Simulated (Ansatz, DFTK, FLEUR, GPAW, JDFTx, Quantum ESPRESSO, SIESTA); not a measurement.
## Al: 7 runs at one level of theory

```
CELL_PARAMETERS angstrom
0.00000 2.02481 2.02481
2.02481 0.00000 2.02481
2.02481 2.02481 0.00000
ATOMIC_POSITIONS crystal
Al 0.00000 0.00000 0.00000
```

Alike in all runs: task equation of state; functional LDA; k mesh 11 × 11 × 11; occupations fermi-dirac, width 0.05 eV; no spin polarisation; no spin-orbit coupling. LDA stands for any of its common fits.

```tsv
program and potentials	plane-wave cutoff (eV)	notes	equilibrium volume (Å³/atom)	bulk modulus (GPa)
Quantum ESPRESSO, PseudoDojo 0.4.1 SR LDA standard	599	-	15.77	85.2
FLEUR, all-electron, FLAPW	-	-	15.82	85.4
GPAW, the program's PAW data sets (release 1.2.1) made for this functional	600	-	?	?
Ansatz, all-electron LAPW, scalar-relativistic	-	-	15.83	85.3
JDFTx, PseudoDojo-SR-LDA-0.4.1-standard	599	-	15.78	85.2
DFTK, PseudoDojo SR LDA 0.4.1 stringent (LDA)	599	-	15.77	85.2
SIESTA, files PseudoDojo sr-lda-0.4.1-standard, DZP (energy shift 0.002 Ry; radii capped at 9.5 bohr)	-	atomic basis	15.89	90.0
```

Q: Estimate from the other rows what the run with GPAW, the program's PAW data sets (release 1.2.1) made for this functional gave.

A: Equilibrium volume 15.86 Å³/atom; bulk modulus 85.7 GPa. The other rows, which needn't bracket it: equilibrium volume 15.77 to 15.89; bulk modulus 85.2 to 90.0.
